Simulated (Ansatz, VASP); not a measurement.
# BN: VASP beside Ansatz, part 3 of 3

One calculation is typed for both programs; each brings its own data sets. How far apart do they land? The cell is taken from a series of runs on this material, whose earlier steps may have relaxed, scaled, displaced or heated it; both programs get it as it stands.

VASP 6.6.1 and Ansatz 0.2.0.

So far: VASP: zone-centre phonons, LDA, pair 1; Ansatz: zone-centre phonons, LDA, pair 1; Side by side; VASP: zone-centre phonons, LDA, pair 2; Ansatz: zone-centre phonons, LDA, pair 2; Differences.

### 8. Ansatz: zone-centre phonons, LDA, pair 3

Level of this step: Ansatz beside VASP: Kohn-Sham DFT, plane waves, LDA (Ansatz).

Second derivatives magnify differences that forces hide, and they need a tight electronic threshold. The cell compared in this pair holds 11.12 Å³, against 10.94 Å³ for the pair before.

The cell is taken from a series of runs on this material, whose earlier steps may have relaxed, scaled, displaced or heated it; both programs get it as it stands.

The input, input.yaml:

```yaml
crystal:
  lattice:
    - [0.0, 1.754126809, 1.8063026955]
    - [1.754126809, 0.0, 1.8063026955]
    - [1.754126809, 1.754126809, 0.0]
  atoms:
    - { symbol: B, position: [0.0, 0.0, 0.0] }
    - { symbol: "N", position: [0.25, 0.25, 0.25] }
kpoints:
  mp_grid: { grid: [12, 12, 12] }
hamiltonian:
  xc: lda
  pseudopotentials: { kind: paw, azcp: { folder: soft_1 }, xc_functional: pbe }
scf:
  occupations: { method: fixed }
output:
  eigenvalues: true
phonons:
  method: dfpt
  dielectric: true
  rigid_motions: translations
```

Run with:

```console
$ ansatz run input.yaml --threads 4 --pin off --max-ram 10240MiB --backend cpu --events-out ev --progress --plain --runs-dir out
```

Numbers of over 12 decimals in the logs are rounded to 6 here.

What it wrote:

```text
[...]
Crystal: 2 atoms, lattice volume = 11.116 Å³
Basis set: ecut = 420 eV, 199 PW (Γ), exchange–correlation on 36×36×36 points (8 copies of the dense FFT grid, shifted against one another)
Bands: 8, of which v1, the nominal top of the filled ones, is band 4 counted from 1 (3 counted from 0)
Symmetry: 8 space group operations
k-points: 868 of 1728 (irreducible under 1 space group operation, time reversal used)
[...]
optical modes at Γ + LO–TO along q̂ = [1.0000, 0.0000, 0.0000]:
      ω (cm⁻¹)  modes    IR ((D/Å)²/amu)
[...]
optical modes at Γ + LO–TO along q̂ = [0.0000, 1.0000, 0.0000]:
      ω (cm⁻¹)  modes    IR ((D/Å)²/amu)
[...]
1111.90      1            12.7815
       1334.73      1            12.7815
  optical modes at Γ + LO–TO along q̂ = [0.0000, 0.0000, 1.0000]:
      ω (cm⁻¹)  modes    IR ((D/Å)²/amu)
       1111.90      2            25.5630
       1334.16      1            13.9088
[key lines of the parts left out:]
SCF converged after 7 iterations
Free energy (F): -526.443560 eV
Fermi energy:    12.018913 eV
```

### 9. VASP: zone-centre phonons, LDA, pair 3

The same cell, functional (in two slightly different forms) and mesh now go to VASP, with its own data sets.

The input, INCAR:

```
SYSTEM = BN
PREC = Accurate
ENCUT = 600
EDIFF = 1E-08
NELM = 120
ISMEAR = 0
SIGMA = 0.01
LREAL = .FALSE.
ALGO = Normal
GGA = CA
NBANDS = 10
LORBIT = 11
LWAVE = .FALSE.
LCHARG = .FALSE.
ISIF = 2
IBRION = 8
LEPSILON = .TRUE.
LASPH = .TRUE.
GGA_COMPAT = .FALSE.
EFERMI = MIDGAP
KPAR = 2
```

The input, POSCAR:

```
BN
1.0
    0.0000000000      1.7541268090      1.8063026955
    1.7541268090      0.0000000000      1.8063026955
    1.7541268090      1.7541268090      0.0000000000
B N
1 1
Direct
    0.0000000000      0.0000000000      0.0000000000
    0.2500000000      0.2500000000      0.2500000000
```

The input, KPOINTS:

```
Automatic mesh
0
Gamma
12 12 12
0 0 0
```

Potentials, in the order of the species: B and N (LDA family, release 64).

Run with:

```console
$ mpirun -np 2 vasp_std
```

What it wrote:

```text
[... set-up lines as in an earlier step ...]
 entering main loop
       N       E                     dE             d eps       ncg     rms          rms(c)
DAV:   1     0.108321007153E+02    0.10832E+02   -0.55275E+03  3358   0.896E+02
DAV:   2    -0.201471661452E+02   -0.30979E+02   -0.29999E+02  3930   0.171E+02
DAV:   3    -0.206318096603E+02   -0.48464E+00   -0.48353E+00  3770   0.185E+01
DAV:   4    -0.206324149732E+02   -0.60531E-03   -0.60530E-03  3570   0.781E-01
[...]
DAV:  11    -0.193852987483E+02   -0.44367E-06   -0.16161E-06  3634   0.938E-03    0.600E-03
DAV:  12    -0.193852986825E+02    0.65785E-07   -0.44908E-07  3578   0.429E-03    0.228E-04
DAV:  13    -0.193852986830E+02   -0.49226E-09   -0.70541E-09  2026   0.867E-04
   1 F= -.19385299E+02 E0= -.19385299E+02  d E =0.000000E+00
 Linear response reoptimize wavefunctions to high precision
DAV:   1    -0.193852986829E+02    0.66393E-10   -0.18751E-10  2256   0.165E-04
 Linear response G [H, r] |phi>, progress :
  Direction:   1
       N       E                     dE             d eps       ncg     rms
[...]
RMM:  10    -0.227762633439E+00    0.71348E-09    0.11670E-10 12164   0.240E-05    0.338E-07
 first order change of Fermi-energy   0.68300E-04
 force on displaced ion       2 direction 1 : -27.938   0.000   0.000
 Born effective charge ion    2 direction 1 :  -1.834   0.000   0.000
 Linear response progress:
  Degree of freedom:   4/  4
       N       E                     dE             d eps       ncg     rms          rms(c)
RMM:   1    -0.230684845005E+00   -0.23068E+00    0.10745E-01 11205   0.334E+00
RMM:   2    -0.224676464075E+00    0.60084E-02   -0.20098E-03  8636   0.441E-01    0.244E-01
RMM:   3    -0.225630725829E+00   -0.95426E-03   -0.45445E-04  8340   0.172E-01    0.131E-01
RMM:   4    -0.227759709259E+00   -0.21290E-02   -0.42869E-04  8054   0.168E-01    0.237E-02
[...]
RMM:   8    -0.227830944988E+00    0.18414E-06   -0.99842E-10  9336   0.367E-05    0.202E-05
RMM:   9    -0.227830867594E+00    0.77393E-07   -0.66562E-10  9692   0.324E-05    0.930E-07
RMM:  10    -0.227830865651E+00    0.19432E-08   -0.30599E-10  7165   0.193E-05    0.482E-07
 first order change of Fermi-energy  -0.46992E+01
 force on displaced ion       2 direction 3 :   0.000   0.000 -27.242
 Born effective charge ion    2 direction 3 :   0.000   0.000  -1.913
 Born effective charges drift removed
 Linear response finished
```

OUTCAR, selected parts (step 9):

```text
  Total        1.4601424      1.4601424      0.0801606      0.0000000      0.0000000      0.0000000
  in kB      210.4569673    210.4569673     11.5539050      0.0000000      0.0000000      0.0000000
  external PRESSURE =     144.1559465 kB  Pullay stress =       0.0000000 kB

 POSITION                                       TOTAL-FORCE (eV/Angst)
 -----------------------------------------------------------------------------------
      0.00000      0.00000      0.00000         0.000000      0.000000     -0.000000
      0.87706      0.87706      0.90315        -0.000000     -0.000000      0.000000
 -----------------------------------------------------------------------------------
    total drift:                                0.000001      0.000001     -0.000002

 MACROSCOPIC STATIC DIELECTRIC TENSOR (including local field effects in DFT)
 ------------------------------------------------------
           4.496043    -0.000000     0.000000
           0.000000     4.496043    -0.000000
           0.000000    -0.000000     4.632826
 ------------------------------------------------------

 MACROSCOPIC STATIC DIELECTRIC TENSOR IONIC CONTRIBUTION
 ------------------------------------------------------
           1.959668    -0.000000    -0.000000
          -0.000000     1.959668    -0.000000
          -0.000000    -0.000000     2.186230
 ------------------------------------------------------

[... 1 part as in an earlier step ...]

[... 1 further part left out ...]
```

### 10. Side by side

The two programs side by side:

| quantity | Ansatz | VASP | difference |
| --- | --- | --- | --- |
| ε∞ xx | 4.50 | 4.50 | +0.05 % |
| ε∞ yy | 4.50 | 4.50 | +0.05 % |
| ε∞ zz | 4.64 | 4.63 | +0.05 % |
| Born charge of B1 (mean of the diagonal) (e) | 1.86 | 1.86 | 0.00 |
| Born charge of N2 (mean of the diagonal) (e) | -1.86 | -1.86 | 0.00 |
| optical mode 1 (cm⁻¹) | 1097.4 | 1102.1 | -0.42 % |
| optical mode 2 to 3 (cm⁻¹) | 1111.9 | 1115.9 | -0.36 % |

Modes are paired by rising frequency, not by their patterns, so a pair may set unlike modes beside each other; they are those without the splitting of longitudinal modes.

### 11. What came out

| Property | Result |
| --- | --- |
| r.m.s. difference of the optical zone-centre modes, each program's sorted by frequency (zone-centre phonons, LDA, pair 1) | 3.7 cm⁻¹ |
| r.m.s. difference of the optical zone-centre modes, each program's sorted by frequency (zone-centre phonons, LDA, pair 2) | 4.0 cm⁻¹ |
| r.m.s. difference of the optical zone-centre modes, each program's sorted by frequency (zone-centre phonons, LDA, pair 3) | 4.3 cm⁻¹ |

What this shows: The r.m.s. difference of the optical zone-centre modes, each program's sorted by frequency is 3.7 cm⁻¹ (zone-centre phonons, LDA, pair 1). Such differences can come from data sets, numerical settings and the points named under the comparisons, not from the functional's error against experiment.

[Lines on the potential files, build, host, timing and source positions are cut from VASP's logs without a mark.]

[Logs are printed without paths, hosts, clocks, repeated set-up lines and the standing remarks that a program may print on its own settings, such as how far it seeks lower states.]

[Hosts, paths, dates, database ids (printed as entryN), source tags and the programs' standing remarks are cut or masked in the printed files.]
